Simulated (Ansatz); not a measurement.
The system is Au.

```xyz
2
Lattice="2.9000 0.0000 0.0000 -1.4500 2.5115 0.0000 0.0000 0.0000 4.8800" Properties=species:S:1:pos:R:3 pbc="T T T"
Au    1.4500    0.8372    1.2200
Au    0.0000    1.6743    3.6600
```

This isn't the form of Au at room conditions, which is fcc.

- Program: Ansatz 0.2.0
- Task: relaxation of cell and atoms
- Functional: PBEsol
- Potentials or basis: Ansatz PAW
- Cutoff: 420 eV (not typed: the program's choice for these potentials)
- k mesh: 11 × 11 × 6
- Occupations: fermi-dirac, width 0.05 eV
- Spin: no spin polarisation

At the start: volume 17.77 Å³/atom.

Problem. How do energy, volume and symmetry change on relaxing?

Solution. It ends after 6 steps and the volume is 17.02 Å³/atom (-4.2 %); space group P6_3/mmc (No. 194, to 0.05 Å).

The path:
| step | energy change (eV) | largest force (eV/Å) | volume (Å³) |
| --- | --- | --- | --- |
| 1 | 0.0000 | 0.0000 | 35.54 |
| 2 | -0.0309 | 0.0000 | 34.33 |
| 3 | -0.0323 | 0.0000 | 34.01 |
| 4 | -0.0324 | 0.0000 | 34.04 |
| 5 | -0.0324 | 0.0000 | 34.05 |
| 6 | -0.0320 | 0.0000 | 34.05 |

Final structure:
```xyz
2
Lattice="2.8689 0.0000 0.0000 -1.4345 2.4846 0.0000 0.0000 0.0000 4.7767" Properties=species:S:1:pos:R:3 pbc="T T T"
Au    1.4345    0.8282    1.1942
Au    0.0000    1.6564    3.5825
```

Caveat: the plane-wave basis is chosen anew once the cell has moved, so the energies of steps on either side of that aren't comparable; the PAW data sets come from PBE, with cores solved anew for the run's functional, which leaves a small shift of forces and pressure.
